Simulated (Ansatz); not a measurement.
## MnO: band structure with PBEsol

The system is MnO.

```
Mn O
1.0
     0.00000    2.22391    2.22391
     2.22391    0.00000    2.22391
     2.22391    2.22391    0.00000
Mn O
1 1
Cartesian
  0.0000 0.0000 0.0000
  2.2239 2.2239 2.2239
```

The cell is a database's computed one.

```
Program                             : Ansatz 0.2.0
Task                                : band structure
Functional                          : PBEsol
Potentials or basis                 : Ansatz PAW
Cutoff                              : 420 eV (not typed: the program's choice for these potentials)
k mesh                              : 10 × 10 × 10
Occupations                         : fermi-dirac, width 0.05 eV
Spin                                : collinear spin, ferromagnetic start
Starting moments                    : [4.0, 0.0] μB
Path                                : [["G", "X", "W", "K", "G", "L", "U", "W", "L", "K"], ["U", "X"]]
Points for each segment of the path : 14
```

```yaml
Pressure: -7.2 GPa
Band_gap_on_the_k_mesh: none (metal or under the smearing width)
Net_moment: 4.77 μB per cell
Absolute_moment: 4.77 μB per cell
Site_moments: Mn +4.03; O +0.23 μB
```

Levels at the corners of the path, in eV from the Fermi level:
Spin up:
```
point  band 9  band 10  band 11  band 12  band 13  band 14  band 15  band 16  band 17
    Γ   -3.20    -3.20    -3.20    -2.68    -2.68    -0.65    13.72    16.05    16.05
    X   -4.23    -2.24    -2.01    -2.01    -1.89     4.87     7.66    10.21    13.43
    W   -2.42    -2.42    -2.01    -1.97    -0.93     6.88     8.10     8.10    10.75
    K   -3.05    -2.16    -1.94    -1.63    -0.96     6.24     7.76     7.97    12.98
    Γ   -3.20    -3.20    -3.20    -2.68    -2.68    -0.65    13.72    16.05    16.05
    L   -2.29    -2.29    -1.86     0.22     0.22     3.30     7.61    11.65    11.65
    U   -3.05    -2.16    -1.94    -1.63    -0.96     6.24     7.76     7.97    12.98
    W   -2.42    -2.42    -2.01    -1.97    -0.93     6.88     8.10     8.10    10.75
    L   -2.29    -2.29    -1.86     0.22     0.22     3.30     7.61    11.65    11.65
    K   -3.05    -2.16    -1.94    -1.63    -0.96     6.24     7.76     7.97    12.98
    U   -3.05    -2.16    -1.94    -1.63    -0.96     6.24     7.76     7.97    12.98
    X   -4.23    -2.24    -2.01    -2.01    -1.89     4.87     7.66    10.21    13.43
```
Spin down:
```csv
point,band 6,band 7,band 8,band 9,band 10,band 11
Γ,-3.37,-3.37,-3.37,0.66,0.71,0.71
X,-6.47,-4.36,-4.36,-0.90,1.95,2.15
W,-5.74,-5.74,-5.26,1.24,1.24,2.14
K,-6.12,-5.75,-4.67,0.39,2.15,2.19
Γ,-3.37,-3.37,-3.37,0.66,0.71,0.71
L,-7.44,-4.87,-4.87,1.91,1.96,1.96
U,-6.12,-5.75,-4.67,0.39,2.15,2.19
W,-5.74,-5.74,-5.26,1.24,1.24,2.14
L,-7.44,-4.87,-4.87,1.91,1.96,1.96
K,-6.12,-5.75,-4.67,0.39,2.15,2.19
U,-6.12,-5.75,-4.67,0.39,2.15,2.19
X,-6.47,-4.36,-4.36,-0.90,1.95,2.15
```

It took 2.7 s on 2 threads of Arm Neoverse V2, on a shared host, peak memory 0.31 GiB.

Caveat: the pressure holds a Pulay correction of +0.6 GPa for the finite cutoff; a cell with one magnetic atom can't hold antiferromagnetic order, which such compounds often take; semilocal functionals often make such compounds metallic where correlation or magnetic order opens a gap, which also shifts bond lengths; the PAW data sets come from PBE, with cores solved anew for the run's functional, which leaves a small shift of forces and pressure. With open d or f shells a metallic result of PBEsol can be an artefact of self-interaction; +U or a hybrid may open a gap.
